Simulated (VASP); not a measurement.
# Cu3N (Pm-3m) in VASP: notebook

Runs on Cu3N. Level: PBEsol. Tasks: single point, relaxation of cell and atoms.

Program: VASP 6.6.1. These are calculated values, not measurements. Logs are shortened: lines on timing, memory, paths and dates and some standing lists are left out, and cuts for length are marked.

## (1) The crystal as given

The structure is cubic, space group Pm-3m (No. 221). The conventional cell has a = 3.807 Å, b = 3.807 Å, c = 3.807 Å, α = 90.00°, β = 90.00°, γ = 90.00°. Cu (site symmetry 4/mmm) is surrounded by 2 N at 1.90 Å. N (site symmetry m-3m) has 6 Cu at 1.90 Å as nearest neighbours.

## (2) Single point, PBEsol

Input file INCAR:

```
SYSTEM = Cu3N
PREC = Accurate
ENCUT = 520
EDIFF = 1E-6
ISMEAR = 0
SIGMA = 0.1
LREAL = .False.
LASPH = .True.
NELM = 100
ALGO = Normal
ISIF = 2
LWAVE = .False.
LCHARG = .False.
GGA = PS
NBANDS = 27
```

Input file KPOINTS:

```
Automatic mesh
0
Gamma
  6 6 6
  0 0 0
```

Input file POSCAR:

```
Cu3N
1.0
    3.8070000000      0.0000000000      0.0000000000
    0.0000000000      3.8070000000      0.0000000000
    0.0000000000      0.0000000000      3.8070000000
Cu N
3 1
Direct
    0.5000000000      0.0000000000      0.0000000000
    0.0000000000      0.5000000000      0.0000000000
    0.0000000000      0.0000000000      0.5000000000
    0.0000000000      0.0000000000      0.0000000000
```

Potentials or basis: VASP PAW PBE potentials, release 64 (Cu, N).

On the command line:

```console
$ cat potpaw_PBE.64/Cu/POTCAR potpaw_PBE.64/N/POTCAR > POTCAR
$ mpirun -np 1 vasp_std > vasp.out
```

OUTCAR:

```text
SYSTEM = Cu3N
   PREC = Accurate
   ENCUT = 520
   EDIFF = 1E-6
   ISMEAR = 0
   LREAL = .False.
   LASPH = .True.
   NELM = 100
   ISIF = 2
   GGA = PS

 ion  position               nearest neighbor table
   1  0.500  0.000  0.000-   4 1.90   4 1.90   2 2.69   3 2.69   2 2.69   2 2.69   3 2.69   3 2.69
                             3 2.69   2 2.69
   2  0.000  0.500  0.000-   4 1.90   4 1.90   1 2.69   3 2.69   1 2.69   3 2.69   3 2.69   3 2.69
                             1 2.69   1 2.69
   3  0.000  0.000  0.500-   4 1.90   4 1.90   1 2.69   1 2.69   2 2.69   2 2.69   2 2.69   2 2.69
                             1 2.69   1 2.69
   4  0.000  0.000  0.000-   1 1.90   2 1.90   3 1.90   3 1.90   2 1.90   1 1.90

  LATTYP: Found a simple cubic cell.
 ALAT       =     3.8070000000

  Lattice vectors:

 A1 = (   3.8070000000,   0.0000000000,   0.0000000000)
 A2 = (   0.0000000000,   3.8070000000,   0.0000000000)
 A3 = (   0.0000000000,   0.0000000000,   3.8070000000)

Analysis of symmetry for initial positions (statically):
=====================================================================
 Subroutine PRICEL returns:
 Original cell was already a primitive cell.

 Routine SETGRP: Setting up the symmetry group for a
 simple cubic supercell.

 Subroutine GETGRP returns: Found 48 space group operations
 (whereof 48 operations were pure point group operations)
 out of a pool of 48 trial point group operations.

The static configuration has the point symmetry O_h .

Analysis of symmetry for dynamics (positions and initial velocities):
=====================================================================
 Subroutine PRICEL returns:
 Original cell was already a primitive cell.

 Routine SETGRP: Setting up the symmetry group for a
 simple cubic supercell.

 Subroutine GETGRP returns: Found 48 space group operations
 (whereof 48 operations were pure point group operations)
 out of a pool of 48 trial point group operations.

The dynamic configuration has the point symmetry O_h .

 Subroutine INISYM returns: Found 48 space group operations
 (whereof 48 operations are pure point group operations),
 and found     1 'primitive' translations

----------------------------------------------------------------------------------------

                                     Primitive cell

  volume of cell :      55.1758

  direct lattice vectors                    reciprocal lattice vectors
     3.807000000  0.000000000  0.000000000     0.262674022  0.000000000  0.000000000
     0.000000000  3.807000000  0.000000000     0.000000000  0.262674022  0.000000000
     0.000000000  0.000000000  3.807000000     0.000000000  0.000000000  0.262674022

  length of vectors
     3.807000000  3.807000000  3.807000000     0.262674022  0.262674022  0.262674022

  position of ions in fractional coordinates (direct lattice)
     0.500000000  0.000000000  0.000000000
     0.000000000  0.500000000  0.000000000
     0.000000000  0.000000000  0.500000000
     0.000000000  0.000000000  0.000000000

  ion indices of the primitive-cell ions
   primitive index   ion index
                 1           1
                 2           2
                 3           3
                 4           4

----------------------------------------------------------------------------------------

 KPOINTS: Automatic mesh

Automatic generation of k-mesh.
 Grid dimensions read from file:
 generate k-points for:    6    6    6

 Generating k-lattice:

  Cartesian coordinates                     Fractional coordinates (reciprocal lattice)
     0.043779004  0.000000000  0.000000000     0.166666667  0.000000000  0.000000000
     0.000000000  0.043779004  0.000000000     0.000000000  0.166666667  0.000000000
     0.000000000  0.000000000  0.043779004     0.000000000  0.000000000  0.166666667

  Length of vectors
     0.043779004  0.043779004  0.043779004

  Shift w.r.t. Gamma in fractional coordinates (k-lattice)
     0.000000000  0.000000000  0.000000000

 Subroutine IBZKPT returns following result:
 ===========================================

 Found     20 irreducible k-points:

 Following reciprocal coordinates:
            Coordinates               Weight
  0.000000  0.000000  0.000000      1.000000
  0.166667  0.000000  0.000000      6.000000
  0.333333  0.000000  0.000000      6.000000
  0.500000  0.000000  0.000000      3.000000
  0.166667  0.166667  0.000000     12.000000
  0.333333  0.166667  0.000000     24.000000
[... 12 lines left out ...]
  0.500000  0.500000  0.333333      6.000000
  0.500000  0.500000  0.500000      1.000000
   k-points           NKPTS =     20   k-points in BZ     NKDIM =     20   number of bands    NBANDS=     27
   number of dos      NEDOS =    301   number of ions     NIONS =      4
   total plane-waves  NPLWV =  21952
   dimension x,y,z NGX =    28 NGY =   28 NGZ =   28
   dimension x,y,z NGXF=    56 NGYF=   56 NGZF=   56
   ions per type =               3   1
   NGX,Y,Z   is equivalent  to a cutoff of  12.23, 12.23, 12.23 a.u.
   NGXF,Y,Z  is equivalent  to a cutoff of  24.45, 24.45, 24.45 a.u.
 SYSTEM =  Cu3N
   PREC   = accura    normal or accurate (medium, high low for compatibility)
   ISTART =      0    job   : 0-new  1-cont  2-samecut
   ICHARG =      2    charge: 1-file 2-atom 10-const
   ISPIN  =      1    spin polarized calculation?
   LNONCOLLINEAR =      F non collinear calculations
   LSORBIT =      F    spin-orbit coupling
   LASPH  =      T    aspherical Exc in radial PAW
   ENCUT  =  520.0 eV  38.22 Ry    6.18 a.u.   7.08  7.08  7.08*2*pi/ulx,y,z
   NELM   =    100;   NELMIN=  2; NELMDL= -5     # of ELM steps
   EDIFF  = 0.1E-05   stopping-criterion for ELM
   LREAL  =      F    real-space projection
   EDIFFG = 0.1E-04   stopping-criterion for IOM
   NSW    =      0    number of steps for IOM
   IBRION =     -1    ionic relax: 0-MD 1-quasi-New 2-CG
   NFREE  =      0    steps in history (QN), initial steepest desc. (CG)
   ISIF   =      2    stress and relaxation
   ISYM   =      2    0-nonsym 1-usesym 2-fastsym
   POTIM  = 0.5000    time-step for ionic-motion
   TEBEG  =    0.0;   TEEND  =   0.0 temperature during run
   PSTRESS=    0.0 pullay stress
   NELECT =      38.0000    total number of electrons
   NUPDOWN=      -1.0000    fix difference up-down
   EMIN   =  10.00;   EMAX   =-10.00  energy-range for DOS
   EFERMI =   0.00;   METHOD = LEGACY
   ISMEAR =     0;   SIGMA  =   0.10  broadening in eV -4-tet -1-fermi 0-gaus
   EFERMI_NEDOS =   21; number of points for ismear=-14 and -15
   IALGO  =     38    algorithm
   IMIX   =      4    mixing-type and parameters
     AMIX     =   0.40;   BMIX     =  1.00
     AMIX_MAG =   1.60;   BMIX_MAG =  1.00
  volume/ion in A,a.u.               =      13.79        93.09
  Fermi-wavevector in a.u.,A,eV,Ry     =   1.445728  2.732029 28.437924  2.090128
  Thomas-Fermi vector in A             =   2.563877
   LORBIT       =      0    0 simple, 1 ext, 2 COOP (PROOUT), +10 PAW based schemes
   GGA     = PS    functional components
   LHFCALC =     F    Hartree Fock is set to
   AEXX    =    0.0000 exact exchange contribution
   IVDW    =     0    specifies the selected vdW correction
   LEPSILON=     F    determine dielectric tensor
   LRPA    =     F    only Hartree local field effects (RPA)
 non-spin polarized calculation
 Gauss-broadening in eV      SIGMA  =   0.10
  energy-cutoff  :      520.00
  volume of cell :       55.18
 maximum number of plane-waves:      1503
   NGX = 15   NGY = 15   NGZ = 15

 number of electron      37.9999909 magnetization

 Free energy of the ion-electron system (eV)
  ---------------------------------------------------
  ext. energy  EPLUGINS =         0.00000000
  ---------------------------------------------------
  free energy    TOTEN  =       -20.41274943 eV

  energy without entropy =      -20.41170707  energy(sigma->0) =      -20.41222825

 E-fermi :   4.8870     XC(G=0): -11.0259

 val. band max:        4.8170746853   @ k =   0.5000   0.5000   0.5000
 cond. band min:       4.9575859061   @ k =   0.5000   0.5000   0.0000
 fundamental gap:      0.1405112209
 Fermi energy:         4.8869663751

 k-point     1 :       0.0000    0.0000    0.0000
  band No.  band energies     occupation
      1     -12.0365      2.00000
      2      -0.4882      2.00000
      3      -0.0230      2.00000
      4      -0.0230      2.00000
      5      -0.0230      2.00000
      6       0.9146      2.00000
[... 19 lines left out ...]
     26      17.0502      0.00000
     27      17.0503      0.00000

 k-point     2 :       0.1667    0.0000    0.0000
  band No.  band energies     occupation
      1     -11.9367      2.00000
      2      -1.0666      2.00000
      3      -0.2812      2.00000
      4      -0.2812      2.00000
      5      -0.1177      2.00000
      6       0.9427      2.00000
[... 19 lines left out ...]
     26      15.6400      0.00000
     27      15.9880      0.00000

 k-point     3 :       0.3333    0.0000    0.0000
  band No.  band energies     occupation
      1     -11.7220      2.00000
      2      -2.2562      2.00000
      3      -0.6112      2.00000
      4      -0.6112      2.00000
      5       0.3975      2.00000
      6       1.0024      2.00000
[... 19 lines left out ...]
     26      14.6216      0.00000
     27      14.6236      0.00000

 k-point     4 :       0.5000    0.0000    0.0000
  band No.  band energies     occupation
      1     -11.6059      2.00000
      2      -2.7555      2.00000
      3      -0.7376      2.00000
      4      -0.7376      2.00000
      5       0.9095      2.00000
      6       1.0345      2.00000
[... 19 lines left out ...]
     26      14.0495      0.00000
     27      14.0495      0.00000
[... 396 lines left out ...]
      4      -2.5352      2.00000
      5       1.3168      2.00000
      6       1.6477      2.00000
[... 19 lines left out ...]
     26      12.9998      0.00000
     27      17.4499      0.00000

 k-point    19 :       0.5000    0.5000    0.3333
  band No.  band energies     occupation
      1     -10.8299      2.00000
      2      -2.9848      2.00000
      3      -2.9848      2.00000
      4      -2.6064      2.00000
      5       1.2564      2.00000
      6       1.7420      2.00000
[... 19 lines left out ...]
     26      12.8140      0.00000
     27      16.6226      0.00000

 k-point    20 :       0.5000    0.5000    0.5000
  band No.  band energies     occupation
      1     -10.7044      2.00000
      2      -3.0242      2.00000
      3      -3.0242      2.00000
      4      -3.0242      2.00000
      5       1.1786      2.00000
      6       1.7867      2.00000
[... 19 lines left out ...]
     26      12.8497      0.00000
     27      15.5012      0.00000

------------------------ aborting loop because EDIFF is reached ----------------------------------------

  FORCE on cell =-STRESS in cart. coord.  units (eV):
  Direction    XX          YY          ZZ          XY          YZ          ZX
  --------------------------------------------------------------------------------------
  -------------------------------------------------------------------------------------
  Total       -1.1302770     -1.1302770     -1.1302770      0.0000000     -0.0000000      0.0000000
  in kB      -32.8206260    -32.8206260    -32.8206260      0.0000000     -0.0000000      0.0000000
  external PRESSURE =     -32.8206260 kB  Pullay stress =       0.0000000 kB

 VOLUME and BASIS-vectors are now :
 -----------------------------------------------------------------------------
  energy-cutoff  :      520.00
  volume of cell :       55.18
      direct lattice vectors                 reciprocal lattice vectors
     3.807000000  0.000000000  0.000000000     0.262674022  0.000000000  0.000000000
     0.000000000  3.807000000  0.000000000     0.000000000  0.262674022  0.000000000
     0.000000000  0.000000000  3.807000000     0.000000000  0.000000000  0.262674022

 POSITION                                       TOTAL-FORCE (eV/Angst)
 -----------------------------------------------------------------------------------
      1.90350      0.00000      0.00000         0.000000      0.000000      0.000000
      0.00000      1.90350      0.00000         0.000000      0.000000      0.000000
      0.00000      0.00000      1.90350         0.000000      0.000000      0.000000
      0.00000      0.00000      0.00000         0.000000      0.000000      0.000000
 -----------------------------------------------------------------------------------
    total drift:                               -0.000000      0.000000     -0.000000

  FREE ENERGIE OF THE ION-ELECTRON SYSTEM (eV)
  ---------------------------------------------------
  free  energy   TOTEN  =       -20.4127494329 eV

  energy  without entropy=      -20.4117070720  energy(sigma->0) =      -20.41222825
```

It took 13 s on 1 thread of Intel Xeon Platinum 8559C (Emerald Rapids), shared host; peak memory 0.16 GiB.

Results:

- Free energy: -20.4127 eV
- Pressure: -3.3 GPa
- Band gap on the k mesh: 0.14 eV, indirect (least direct gap 0.69 eV)

Levels at points of the mesh, in eV from the valence-band top:
```tsv
k point	band 15	band 16	band 17	band 18	band 19	band 20	band 21	band 22	band 23	band 24
(0.00, 0.00, 0.00)	-2.36	-1.83	-1.83	-1.83	-1.79	1.00	5.27	5.27	6.57	6.57
(0.50, 0.00, 0.00)	-2.35	-2.19	-1.83	-1.42	-1.42	1.56	3.31	6.76	7.17	7.17
(0.50, 0.50, 0.00)	-2.43	-2.14	-1.08	-1.08	-0.69	0.14	3.55	4.82	4.82	8.16
(0.50, 0.50, 0.50)	-1.87	-1.87	0.00	0.00	0.00	0.75	0.75	0.75	6.05	8.03
```

Caveat: the PAW data sets were made with another functional, which shifts forces and pressure a little. A k mesh can miss the band edges.

(Part 1 of 2 ends here.)
